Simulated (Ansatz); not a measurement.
**AgCl: response to strain**

Aim: deform AgCl (equal xy, yz and zx engineering shear strains of +2 %) and compute stress, forces and field gradients with LAPW, PAW and all-electron datasets made for the crystal.

Computed with Ansatz 0.2.0 (DFT PBE, scalar-relativistic, unless a step's input says otherwise).

## (1) Starting point

It takes space group Fm-3m (No. 225, cubic). Conventional cell: a = 5.546 Å, b = 5.546 Å, c = 5.546 Å, α = 90.00°, β = 90.00°, γ = 90.00°. Ag (site symmetry m-3m) has 6 Cl at 2.77 Å as nearest neighbours. Cl (site symmetry m-3m) has 6 Ag at 2.77 Å as nearest neighbours.

Structure file:

```
CELL_PARAMETERS angstrom
0.00000 2.77315 2.77315
2.77315 0.00000 2.77315
2.77315 2.77315 0.00000
ATOMIC_POSITIONS crystal
Ag 0.50000 0.50000 0.50000
Cl 0.00000 0.00000 0.00000
```

Atoms are numbered in the order of the input: Ag1, Cl2.

## (2) After the deformation

Space group Fm-3m before, R-3m after.

## (3) All-electron LAPW

Input file input.yaml:

```yaml
crystal:
  lattice:
    - [0.055463, 2.8008815, 2.8008815]
    - [2.8008815, 0.055463, 2.8008815]
    - [2.8008815, 2.8008815, 0.055463]
  atoms:
    - { symbol: Ag, position: [0.5, 0.5, 0.5] }
    - { symbol: Cl, position: [0.0, 0.0, 0.0] }
kpoints:
  mp_grid: { grid: [8, 8, 8] }
  band_path:
    path:
      - [0.0, 0.0, 0.0]
      - [0.5, 0.5, 0.5]
      - [0.2451701269, 0.5, 0.7548298731]
      - [-0.2451701269, 0.2451701269, 0.5]
      - [0.0, 0.0, 0.5]
      - [0.0, 0.0, 0.0]
      - [-0.3725850634, 0.0, 0.3725850634]
      - [0.0, 0.3725850634, 0.6274149366]
      - [0.0, 0.5, 0.5]
    npoints: 5
scf:
  occupations: { method: fermi_dirac, width: 0.02 }
hamiltonian:
  xc: pbe
  pseudopotentials: { kind: all_electron, lapw: { basis_error: 0.0005 } }
output:
  forces: true
  stress: true
  eigenvalues: true
```

Run with:

```
ansatz run input.yaml --threads 1 --pin off --max-ram 3072MiB --backend cpu --events-out ev --progress --plain --runs-dir out
```

## (4) PAW on the default files

Input file input.yaml:

```yaml
crystal:
  lattice:
    - [0.055463, 2.8008815, 2.8008815]
    - [2.8008815, 0.055463, 2.8008815]
    - [2.8008815, 2.8008815, 0.055463]
  atoms:
    - { symbol: Ag, position: [0.5, 0.5, 0.5] }
    - { symbol: Cl, position: [0.0, 0.0, 0.0] }
kpoints:
  mp_grid: { grid: [8, 8, 8] }
scf:
  occupations: { method: fermi_dirac, width: 0.02 }
hamiltonian:
  xc: pbe
  pseudopotentials: { kind: paw }
output:
  forces: true
  stress: true
  eigenvalues: true
  efg: { contact_densities: true }
```

## (5) All-electron PAW on datasets made for the crystal

input.yaml: that of step 4 with these lines changed.

```diff
@@ -14,3 +14,3 @@
   xc: pbe
-  pseudopotentials: { kind: paw }
+  pseudopotentials: { kind: all_electron, datasets: crystal }
 output:
```

(Steps that only read results are left out.)

What does the calculation give? Wanted: pressure; largest shear or deviatoric stress.

**Answer**, as computed:

| quantity | value |
| --- | --- |
| pressure | LAPW 1.61, PAW 1.61, crystal datasets 1.61 GPa |
| largest shear or deviatoric stress (LAPW) | 0.11 GPa |

The largest part of the stress beyond the pressure is 0.11 GPa in size; the atoms are carried along and not relaxed. No run of the undeformed cell stands beside it, so the pressure holds what the given cell had before the change. PAW: stress within 0.01 GPa of LAPW. Crystal datasets: stress within 0.01 GPa of LAPW.
